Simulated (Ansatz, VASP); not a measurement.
# Cross-check of Ta3Au between VASP and Ansatz, part 2 of 2

Wanted: the spread between two codes on one cell, functional and k mesh. The cell is taken from a series of runs on this material, whose earlier steps may have relaxed, scaled, displaced or heated it; both programs get it as it stands.

VASP 6.6.1 and Ansatz 0.2.0.

So far: Starting point; VASP: relaxation of cell and atoms, r2SCAN.

### 3. Ansatz: relaxation of cell and atoms, r2SCAN

Level of this step: Ansatz beside VASP: Kohn-Sham DFT, plane waves, r2SCAN (Ansatz).

Ansatz runs on its default PAW (the set named soft_2) files.

The same cell, functional, mesh and smearing now go to Ansatz, which takes its cutoff from its data sets.

input.yaml reads:

```yaml
crystal:
  lattice:
    - [5.22, 0.0, 0.0]
    - [0.0, 5.22, 0.0]
    - [0.0, 0.0, 5.22]
  atoms:
    - { symbol: Ta, position: [0.25, 0.0, 0.5] }
    - { symbol: Ta, position: [0.5, 0.75, 0.0] }
    - { symbol: Ta, position: [0.75, 0.0, 0.5] }
    - { symbol: Ta, position: [0.5, 0.25, 0.0] }
    - { symbol: Ta, position: [0.0, 0.5, 0.75] }
    - { symbol: Ta, position: [0.0, 0.5, 0.25] }
    - { symbol: Au, position: [0.0, 0.0, 0.0] }
    - { symbol: Au, position: [0.5, 0.5, 0.5] }
kpoints:
  mp_grid: { grid: [6, 6, 6] }
hamiltonian:
  xc: r2scan
scf:
  occupations: { method: gaussian, width: 0.1 }
output:
  forces: true
  stress: true
  eigenvalues: true
relax:
  adjacent_minimum: "off"
  f_tol: 0.005
  max_steps: 60
  cell: { stress_tol: 0.03 }
```

On the command line:

```sh
$ ansatz run input.yaml --threads 8 --pin off --max-ram 16384MiB --backend cpu --events-out ev --progress --plain --runs-dir out
```

Numbers of over 12 decimals in the logs are rounded to 6 here.

Log:

```text
Engine: ansatz 0.2.0, aarch64-unknown-linux-gnu
Pseudopotentials: kind: paw
Pseudopotential: Ta, paw, valence charge 13, recommended cutoff 500 eV (meta_gga), Ta.paw.azcp
Pseudopotential: Au, paw, valence charge 19, recommended cutoff 500 eV (meta_gga), Au.paw.azcp
Functional definition: r2SCAN
  parameter k0 = 0.174
  parameter k1 = 0.065
  parameter a1 = 4.9479
  exchange = r2scan_x(k0 = k0, k1 = k1, a1 = a1)
  correlation = r2scan_c
Crystal: 8 atoms, lattice volume = 142.237 Å³
Basis set: ecut = 500 eV, 3695 PW (Γ), exchange–correlation on 160×160×160 points (64 copies of the dense FFT grid, shifted against one another)
Bands: 70, of which v1, the nominal top of the filled ones, is band 58 counted from 1 (57 counted from 0)
Symmetry: 48 space group operations
Space group: Pm-3n (ITA 223), of the structure as read, at distance tolerance 5.2e-5 Å
k-points: 20 of 216
Non-local potential: Ta, projectors of the file, l = 0: 3, l = 1: 2, l = 2: 2, l = 3: 1
Non-local potential: Au, projectors of the file, l = 0: 3, l = 1: 2, l = 2: 2, l = 3: 1
PAW form: soft (Blöchl's): semilocal exchange-correlation on the pseudo side does not see the compensation charge
PAW frozen core: Ta, regenerated for the run's functional (the file was generated under x = pbe(κ = 0.804, μ = 0.219515), c = pbe(β = 0.066725))
PAW frozen core: Au, regenerated for the run's functional (the file was generated under x = pbe(κ = 0.804, μ = 0.219515), c = pbe(β = 0.066725))
PAW one-centre angular grid: Ta, 590 points (default); XC on 160 Gauss nodes
PAW one-centre angular grid: Au, 590 points (default); XC on 160 Gauss nodes
Initial density: superposition of atomic densities (neutral atoms: chi_scale 0, normalization atom), corrected by the library's trained network
Initial wavefunctions: pseudopotential atomic-orbital guess
Functional: x = r2scan, c = r2scan; τ floored in thin density (d = 2e-4 eV/Å³)
SCF iter   1: F=—  HF=-85993.335391 eV  |F-HF|=—  |Δ(HF+E_count)|=         —  Δρ=9.57e-3  dr2=1.33e-1  dr2_τ=1.45e-1  ethr=1.77e-3  ⟨swp⟩=5.0  Hψ=4682  notcnv=0  defer=8
preconditioner: auto → Kerker (q_TF=auto, 2.637 Å⁻¹)  [metal: Δε(μ)=0.003 eV  Ē_g=6.281 eV  σ=0.100 eV  W_gap=0.02  n_scr=32 (ndim 8)  ℏωp=22.5 eV  f_vac=0.000  D(μ)=12.73/eV (n_scr^D=170)]
SCF iter   2: F=—  HF=-85993.448257 eV  |F-HF|=—  |Δ(HF+E_count)|=   1.13e-1  Δρ=4.65e-3  dr2=1.72e-2  dr2_τ=5.12e-3  ethr=1.15e-4  ⟨swp⟩=2.2  Hψ=2305  notcnv=0  defer=13
SCF iter   3: F=—  HF=-85993.455057 eV  |F-HF|=—  |Δ(HF+E_count)|=   6.80e-3  Δρ=2.31e-3  dr2=4.16e-3  dr2_τ=3.71e-4  ethr=1.48e-5  ⟨swp⟩=2.5  Hψ=2105  notcnv=0  defer=13
SCF iter   4: F=—  HF=-85993.457001 eV  |F-HF|=—  |Δ(HF+E_count)|=   1.94e-3  Δρ=3.61e-4  dr2=1.35e-4  dr2_τ=9.40e-6  ethr=3.59e-6  ⟨swp⟩=2.0  Hψ=2469  notcnv=0  defer=13
SCF iter   5: F=—  HF=-85993.457041 eV  |F-HF|=—  |Δ(HF+E_count)|=   4.04e-5  Δρ=8.79e-5  dr2=6.88e-6  dr2_τ=9.01e-7  ethr=1.17e-7  ⟨swp⟩=2.0  Hψ=2494  notcnv=0  defer=13
SCF iter   6: F=—  HF=-85993.457046 eV  |F-HF|=—  |Δ(HF+E_count)|=   5.01e-6  Δρ=1.73e-5  dr2=4.88e-7  dr2_τ=2.34e-8  ethr=5.93e-9  ⟨swp⟩=2.0  Hψ=2314  notcnv=0  defer=13
SCF iter   7: F=-85993.457046 eV  HF=-85993.457046 eV  |F-HF|=2.88e-9  |Δ(HF+E_count)|=   1.15e-7  Δρ=3.94e-6  dr2=2.30e-8  dr2_τ=5.43e-9  ethr=8.62e-11  ⟨swp⟩=10.2  Hψ=5344  notcnv=0
SCF 1 converged in 7 iterations: F = -85993.457046 eV  dr2 = 2.30e-8
  greatest PAW one-centre occupation: 1.003 electrons in one spin orbital (limit 2), on the Au atom at site 7 (counted from 0), in its partial waves of l = 0
relax step   1: F+E_penalty+E_count = -85993.45704621 eV  Δ(F+E_penalty+E_count) = +0.000e0 eV  max|allowed force component| = 6.830e-18 eV/Å  Δτ_max = 0.0000 Å  P = -1.319 GPa  Ω = 142.237 Å³  (7 SCF iters, dr2 threshold 1.00e-7 eV, accepted)
[...]
relax step   4: F+E_penalty+E_count = -85993.46108732 eV  Δ(F+E_penalty+E_count) = -1.849e-5 eV  max|allowed force component| = 1.984e-17 eV/Å  Δτ_max = 0.0000 Å  P = +0.000 GPa  Ω = 141.358 Å³  energy of the carried Pulay correction = +4.084e-4 eV  (4 SCF iters, dr2 threshold 5.27e-9 eV, accepted)
[...]
relax step   5: F+E_penalty+E_count = -85993.46070045 eV  Δ(F+E_penalty+E_count) = +3.869e-4 eV  max|allowed force component| = 2.241e-17 eV/Å  Δτ_max = 0.0000 Å  P = -0.001 GPa  Ω = 141.358 Å³  stress off target by 1.34e-3 GPa  SCF on the basis re-selected at this cell (its energy is not comparable with the rows above)  (5 SCF iters)
basis re-selected at this cell: Δ(F+E_penalty+E_count) = +3.869e-4 eV, ΔP = -0.002 GPa vs the last step (what re-selecting the basis moved, of the pressure what is left beyond the Pulay correction that the steps carried, after the strain that the cell walked since its last selection, with what the two solves' SCF thresholds leave and, on support functions, any second-order correction that the steps lacked; it is no m [...]
SCF converged after 5 iterations
Free energy (F): -85993.460700 eV
Harris-Foulkes:  -85993.460700 eV  (|F-HF|=7.28e-11)
Internal energy: -85993.399923 eV  (E = F + TS)
E sigma→0 (E₀):  -85993.430312 eV
Entropy (-TS):   -0.060777 eV (-7.597 meV/atom)
Fermi energy:    19.769432 eV
--- Per-component energies (eV) ---
  E_band       = -1186.456176
  E_kinetic    = 3407.453954
  E_local      = -7179.658388  (includes V_loc(G=0)·N_el)
  E_nonlocal   = 229.042700
  E_hartree    = 2830.432422
  E_xc         = -1666.318228
  E_vxc        = -1952.518783  (∫ρ·V_xc dr)
  E_paw        = -69992.531866  (= ΣΔE_a)
  E_vpaw       = -1461.869478  (= ΣTr[D̂ρ^β])
  E_aug_tail   = 0.002048  (compensation charges beyond the density's cutoff)
  E_vtau       = 110.226881  (kinetic-family band-sum trace: ∫τ·v_τ [+ j·A + Jᵃ·Aᵃ] dr)
  E_ewald      = -13616.932236
  E_core_change = -4.890329  (= ΣΔE_core)
  E_smearing   = -0.060777  (= −TS)
  E_closure    = 0.000000  (closes the sum)
  Σ components = -85993.460700   (vs F -85993.460700, Δ=0.00e0)
--- Forces (eV/Å), atoms counted from 1 ---
  atom   1  Ta     0.00000000     0.00000000     0.00000000
  atom   2  Ta     0.00000000    -0.00000000     0.00000000
  atom   3  Ta    -0.00000000    -0.00000000    -0.00000000
  atom   4  Ta    -0.00000000     0.00000000    -0.00000000
  atom   5  Ta    -0.00000000     0.00000000     0.00000000
  atom   6  Ta     0.00000000    -0.00000000    -0.00000000
  atom   7  Au     0.00000000     0.00000000     0.00000000
  atom   8  Au     0.00000000     0.00000000    -0.00000000
  max |Σ_I F_I| component: 6.94e-18 eV/Å
--- Stress (GPa, compression-positive) ---
       -0.001339      -0.000000      -0.000000
       -0.000000      -0.001339       0.000000
       -0.000000       0.000000      -0.001339
  P = ⅓ Tr σ = -0.0013 GPa (-0.013 kbar)
--- Band table (eV; the first three rows and the last of 20) ---
  k-point 0: bands = [... 54 lower, 17.5957, 17.5957, 18.0060, 19.7494, 19.7494, 20.0892, 20.0892, 20.0892, ... 8 higher]
  k-point 1: bands = [... 54 lower, 17.7314, 17.7314, 18.2081, 19.7409, 19.8955, 20.0362, 20.1048, 20.1048, ... 8 higher]
  k-point 2: bands = [... 54 lower, 18.2903, 18.3855, 18.7237, 19.6985, 19.8144, 19.9086, 19.9086, 20.0832, ... 8 higher]
  k-point 19: bands = [... 54 lower, 18.4044, 18.4044, 20.5395, 20.5395, 20.5395, 20.5395, 20.5395, 20.5395, ... 8 higher]
--- Relaxed structure (4 steps of the walk, 3 accepted, 1 SCFs on fresh bases) ---
  F+E_penalty+E_count = -85993.46070045 eV   max|allowed force component| = 2.241e-17 eV/Å   (the final SCF, on the basis selected at the relaxed cell)
  cell:  # Å, volume = 141.3583 Å³
    - [5.209233, 0, 0]
    - [0, 5.209233, 0.0]
    - [0, 0.0, 5.209233]
  atoms:
    - { symbol: Ta, position: [0.25, 0, 0.5] }
    - { symbol: Ta, position: [0.5, 0.750000, 0] }
    - { symbol: Ta, position: [0.750000, 0, 0.5] }
    - { symbol: Ta, position: [0.5, 0.25, 0] }
    - { symbol: Ta, position: [0, 0.5, 0.750000] }
    - { symbol: Ta, position: [0, 0.5, 0.25] }
    - { symbol: Au, position: [0, 0, 0] }
    - { symbol: Au, position: [0.5, 0.5, 0.5] }
```

### 4. Side by side

Known differences besides the potentials themselves: VASP keeps PBE cores, Ansatz makes them for the functional; the data sets hold 116 valence electrons in Ansatz (on its default PAW (the set named soft_2) files) and 88 in VASP; the cutoff is 500 eV in Ansatz and 550 eV in VASP; Ansatz adds a Pulay correction to the stress that steers its cell, VASP none. Total energies have different zeros and are not compared.

Both answers:

```
                                         quantity  Ansatz    VASP  difference
                                      volume (Å³)  141.36  141.76     -0.28 %
edge a after relaxation, in the typed setting (Å)   5.209   5.214     -0.09 %
```

### 5. VASP: relaxation of cell and atoms, r2SCAN with rVV10

The relaxed volume is the usual yardstick between codes: in a stiff, nearly cubic crystal its relative difference is about their pressure difference at one cell divided by the bulk modulus.

INCAR reads:

```
SYSTEM = Ta3Au
PREC = Accurate
ENCUT = 550
EDIFF = 1E-07
NELM = 120
ISMEAR = 0
SIGMA = 0.1
LREAL = .FALSE.
ALGO = Normal
METAGGA = R2SCAN
LUSE_VDW = .TRUE.
IVDW_NL = 2
BPARAM = 11.95
CPARAM = 0.0093
LASPH = .TRUE.
NBANDS = 54
LORBIT = 11
LWAVE = .FALSE.
LCHARG = .FALSE.
ISIF = 3
IBRION = 2
NSW = 80
EDIFFG = -0.005
GGA_COMPAT = .FALSE.
NELMIN = 4
LMIXTAU = .TRUE.
KPAR = 2
```

POSCAR reads:

```
Ta3Au
1.0
    5.2200000000      0.0000000000      0.0000000000
    0.0000000000      5.2200000000      0.0000000000
    0.0000000000      0.0000000000      5.2200000000
Ta Au
6 2
Direct
    0.2500000000      0.0000000000      0.5000000000
    0.5000000000      0.7500000000      0.0000000000
    0.7500000000      0.0000000000      0.5000000000
    0.5000000000      0.2500000000      0.0000000000
    0.0000000000      0.5000000000      0.7500000000
    0.0000000000      0.5000000000      0.2500000000
    0.0000000000      0.0000000000      0.0000000000
    0.5000000000      0.5000000000      0.5000000000
```

KPOINTS reads:

```
Automatic mesh
0
Gamma
6 6 6
0 0 0
```

PAW data sets: Ta_pv and Au (PBE family, release 64).

On the command line:

```sh
$ mpirun -np 2 vasp_std
```

Log:

```text
[banner, memory and clock lines left out]
running    2 mpi-ranks, on    1 nodes
[...]
|                                                                             |
|               ----> ADVICE to this user running VASP <----                  |
|                                                                             |
|     You have switched on vdW-DFT.                                           |
|     This routine was written and supplied by Jiri Klimes. We recommend      |
|     that you carefully read and cite the following publications:            |
|       J. Klimes, D.R. Bowler, A. Michelides                                 |
|          J. Phys.: Cond Matt. 22 022201 (2010)                              |
|       J. Klimes, D.R. Bowler, A. Michelides                                 |
|          Phys. Rev. B. 83, 195131 (2011)                                    |
|     and references therein.                                                 |
|                                                                             |

[...]
DAV:   8    -0.391770919721E+03   -0.45398E-04   -0.27578E-05  2600   0.247E-02    0.413E-02
Total rVV10 correction in eV:      1.4093951   100.0956028
Total rVV10 correction in eV:      1.4093951   100.0956028
DAV:   9    -0.391770942265E+03   -0.22544E-04   -0.38549E-05  2310   0.428E-02    0.180E-02
Total rVV10 correction in eV:      1.4093437   100.0956028
Total rVV10 correction in eV:      1.4093437   100.0956028
DAV:  10    -0.391770973899E+03   -0.31634E-04   -0.23467E-05  2296   0.294E-02    0.519E-03
Total rVV10 correction in eV:      1.4093223   100.0956028
Total rVV10 correction in eV:      1.4093223   100.0956028
DAV:  11    -0.391770985821E+03   -0.11922E-04   -0.50867E-06  2504   0.128E-02    0.193E-03
Total rVV10 correction in eV:      1.4093226   100.0956028
Total rVV10 correction in eV:      1.4093226   100.0956028
DAV:  12    -0.391770985845E+03   -0.23610E-07   -0.17081E-07  1696   0.197E-03
Total rVV10 correction in eV:      1.4093330   100.0956028
Total rVV10 correction in eV:      1.4093330   100.0956028
Total rVV10 correction in eV:      1.4093222   100.0956028
Total rVV10 correction in eV:      1.4093222   100.0956028
   3 F= -.39177099E+03 E0= -.39174068E+03  d E =-.851420E-02
[...]
reached required accuracy - stopping structural energy minimisation
```

From OUTCAR (step 5):

```text
  Total       -0.0020105     -0.0020105     -0.0020105     -0.0000000     -0.0000000      0.0000000
  in kB       -0.0228595     -0.0228595     -0.0228595     -0.0000000     -0.0000000      0.0000000
  external PRESSURE =      -0.0228595 kB  Pullay stress =       0.0000000 kB

 POSITION                                       TOTAL-FORCE (eV/Angst)
 -----------------------------------------------------------------------------------
      1.30095     -0.00000      2.60189         0.000000     -0.000000     -0.000000
      2.60189      3.90284      0.00000         0.000000     -0.000000      0.000000
      3.90284     -0.00000      2.60189        -0.000000      0.000000      0.000000
      2.60189      1.30095      0.00000         0.000000      0.000000     -0.000000
      0.00000      2.60189      3.90284         0.000000     -0.000000      0.000000
      0.00000      2.60189      1.30095        -0.000000      0.000000      0.000000
      0.00000     -0.00000      0.00000         0.000000      0.000000      0.000000
      2.60189      2.60189      2.60189         0.000000      0.000000      0.000000
 -----------------------------------------------------------------------------------
    total drift:                               -0.000000     -0.000000      0.000000

  FREE ENERGIE OF THE ION-ELECTRON SYSTEM (eV)
  ---------------------------------------------------
  free  energy   TOTEN  =      -391.7709858446 eV

  energy  without entropy=     -391.7103749490  energy(sigma->0) =     -391.74068040

[... 2 parts as in an earlier step ...]

[... 2 further parts left out ...]
[key lines of the parts left out:]
E-fermi :   7.0475
```

### 6. Ansatz: relaxation of cell and atoms, r2SCAN with rVV10

The same cell, functional, mesh and smearing now go to Ansatz, which takes its cutoff from its data sets.

The cell is taken from a series of runs on this material, whose earlier steps may have relaxed, scaled, displaced or heated it; both programs get it as it stands.

Edit input.yaml of step 3 so:

```diff
@@ -18,2 +18,3 @@
   xc: r2scan
+  dispersion: rvv10
 scf:
```

On the command line:

```sh
$ ansatz run input.yaml --threads 8 --pin off --max-ram 16384MiB --backend cpu --events-out ev --progress --plain --runs-dir out
```

Log:

```text
[...]
Crystal: 8 atoms, lattice volume = 142.237 Å³
Basis set: ecut = 500 eV, 3695 PW (Γ), exchange–correlation on 180×180×180 points (64 copies of the dense FFT grid, shifted against one another)
Bands: 70, of which v1, the nominal top of the filled ones, is band 58 counted from 1 (57 counted from 0)
Symmetry: 48 space group operations
[...]
k-points: 20 of 216
[...]
- [0, 5.192418, 0]
    - [0, 0, 5.192418]
  atoms:
    - { symbol: Ta, position: [0.250000, 0, 0.500000] }
    - { symbol: Ta, position: [0.500000, 0.750000, 0] }
    - { symbol: Ta, position: [0.750000, 0, 0.500000] }
    - { symbol: Ta, position: [0.500000, 0.250000, 0] }
    - { symbol: Ta, position: [0, 0.500000, 0.750000] }
    - { symbol: Ta, position: [0, 0.500000, 0.250000] }
    - { symbol: Au, position: [0, 0, 0] }
    - { symbol: Au, position: [0.500000, 0.500000, 0.500000] }
[key lines of the parts left out:]
SCF converged after 5 iterations
Free energy (F): -85970.797410 eV
Fermi energy:    19.970479 eV
P = ⅓ Tr σ = 0.0030 GPa (0.030 kbar)
```

### 7. Comparison

What differs besides the data sets and the points named for the pairs above, as far as they apply: the data sets hold 116 valence electrons in Ansatz (on its default PAW (the set named soft_2) files) and 88 in VASP. Total energies have different zeros and are not compared.

The two programs side by side:

```
                                         quantity  Ansatz    VASP  difference
                                      volume (Å³)  139.99  140.91     -0.65 %
edge a after relaxation, in the typed setting (Å)   5.192   5.204     -0.22 %
```

### 8. What came out

| Item | Value |
| --- | --- |
| difference in volume (relaxation of cell and atoms, r2SCAN) | -0.28 % |
| difference in volume (relaxation of cell and atoms, r2SCAN with rVV10) | -0.65 % |

What this shows: The difference in volume is -0.65 % (relaxation of cell and atoms, r2SCAN with rVV10), within the 1.2 % picked in this series as the mark of a large difference, as far as the stopping tolerances let one tell. The data sets hold unlike numbers of valence electrons (116 in Ansatz and 88 in VASP), so part of the differences comes from the potentials. Such differences can come from data sets, numerical settings and the points named under the comparisons, not from the functional's error against experiment.

[Lines on the potential files, build, host, timing and source positions are cut from VASP's logs without a mark.]

[Logs are printed without paths, hosts, clocks, repeated set-up lines and the standing remarks that a program may print on its own settings, such as how far it seeks lower states.]

[Hosts, paths, dates, database ids (printed as entryN), source tags and the programs' standing remarks are cut or masked in the printed files.]
